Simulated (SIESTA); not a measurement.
The system is BaZrO3.

```
Ba Zr O
1.0
     4.19134    0.00000    0.00000
     0.00000    4.19134    0.00000
     0.00000    0.00000    4.19134
Ba Zr O
1 1 3
Direct
  0.00000 0.00000 0.00000
  0.50000 0.50000 0.50000
  0.50000 0.50000 0.00000
  0.50000 0.00000 0.50000
  0.00000 0.50000 0.50000
```

Program: SIESTA 5.4.2. Alike in all runs: task band structure; no spin polarisation; cell as given; k mesh 6 × 6 × 6; smearing fermi-dirac 0.05 eV; grid cutoff 800 Ry; energy shift 0.003 Ry.

**Question.** Order these runs on this cell by their pressure, lowest first.
A. level BLYP; potentials or basis PseudoDojo 0.4 standard (PBE files), DZP (energy shift 0.003 Ry; two zetas on semicore shells; d shell added on Ba)
B. level LDA; potentials or basis PseudoDojo 0.4 standard (LDA files), DZP (energy shift 0.003 Ry; two zetas on semicore shells; d shell added on Ba)
C. level vdW-DF-cx; potentials or basis PseudoDojo 0.4 standard (PBE files), DZP (energy shift 0.003 Ry; two zetas on semicore shells; d shell added on Ba)

**Answer.** B (-2.2 GPa), C (2.9 GPa), A (12.6 GPa).

Caveats: this set's barium file shifts pressures by up to 1 GPa against other sets; the basis of atomic orbitals isn't converged, which shifts pressures, moduli and gaps; the potentials were made for another functional, which shifts forces and pressure (some runs).

Not every run made on this cell is shown here.
